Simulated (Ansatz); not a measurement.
AlGa3N4 (Pm), frozen normal mode

Computed with DFT r2SCAN, scalar-relativistic, plane waves, PAW (Ansatz 0.2.0). The runs took a 500 eV cutoff, a Γ-centred 6×8×4 mesh and Gaussian smearing (0.05 eV). No spin polarisation. Energies are free energies at this smearing, counted from the undisturbed cell; pressure is positive in compression.

The undisturbed cell (relaxed at this level; it needn't be the usual structure):

```
Al Ga N
1.0
     5.13892    0.00000    0.00002
     0.00000    3.16341    0.00000
    -0.00369    0.00000    5.47699
Al Ga N
1 3 4
Direct
  0.00058 0.50000 0.66730
  0.49917 0.50000 0.33506
  0.49925 0.00000 0.83146
  0.99986 0.00000 0.16619
  0.11941 0.50000 0.34060
  0.11733 0.00000 0.82593
  0.62024 0.00000 0.16619
  0.63175 0.50000 0.66727
```

A zone-centre mode of this cell is frozen in: each atom moves by x times its row below, so x is the largest displacement.
```
atom ux uy uz
 Al1  0.000   0.096  0.000
 Ga2  0.000  -0.122  0.000
 Ga3  0.000   1.000  0.000
 Ga4  0.000  -0.928  0.000
  N5  0.000  -0.734  0.000
  N6  0.000   0.097  0.000
  N7  0.000  -0.096  0.000
  N8  0.000   0.796  0.000
```

```tsv
x (Å)	ΔE (meV/cell)	force along the mode (eV/Å)	pressure (GPa)	gap on the mesh (eV)
-0.1200	?	1.36	-0.2	?
-0.0600	20.3	0.68	0.0	2.87
0.0000	0.0	0.00	0.0	2.89
0.0150	1.3	-0.17	0.0	2.89
0.0300	5.1	-0.34	0.0	2.88
0.0450	11.4	-0.51	0.0	2.88
0.0750	31.7	-0.85	-0.1	2.87
0.0900	?	?	-0.1	2.86
0.1050	62.1	-1.19	-0.1	2.85
```

By symmetry 0.1200 repeats -0.1200, -0.0900 repeats 0.0900, 0.0600 repeats -0.0600, -0.0300 repeats 0.0300 in energy, with the opposite slope along the path.

(1) Give the withheld values.

## Answers

(1) ΔE (meV/cell) at x (Å) = -0.1200: 81.2; gap on the mesh (eV) at x (Å) = -0.1200: 2.84; ΔE (meV/cell) at x (Å) = 0.0900: 45.6; force along the mode (eV/Å) at x (Å) = 0.0900: -1.02.